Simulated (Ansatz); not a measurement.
An Ansatz input (development build ahead of 0.2.0):

```yaml
crystal:
  lattice:
    - [3.06839087, -0.04976591, 0.07911921]
    - [-1.57729429, 2.89059306, -0.077402]
    - [0.12920055, -0.07135599, 5.08352489]
  atoms:
    - { symbol: Pb, position: [0.836793, 0.260778, 0.866114] }
    - { symbol: O, position: [1.072732, 0.917643, 1.104525] }
    - { symbol: O, position: [1.30754747, 0.50537444, 1.63743372] }
basis:
  precision: f64
  xc_grid: 2
kpoints:
  mp_grid: { grid: [1, 1, 1], shift: [0.5, 0.5, 0.5] }
hamiltonian:
  xc: pbe
  dispersion: none
  pseudopotentials: { kind: nc }
magnetization:
  spin_polarized: false
scf:
  lower_state_search: "off"
  max_iter: 200
  occupations: { method: fixed }
  convergence: { dr2_threshold: "1e-10 eV" }
output:
  eigenvalues: true
  active_space: { bands: [v6, v1], virtuals_per_pair: 30, interaction: periodic }
```

The input is rewritten from the run's settings.

**Question.** The run ended without a result. Why?

**Answer.** Active-space Hamiltonians are refused on norm-conserving files that carry a model core charge. The cure is PAW or all-electron datasets, or files without a model core.
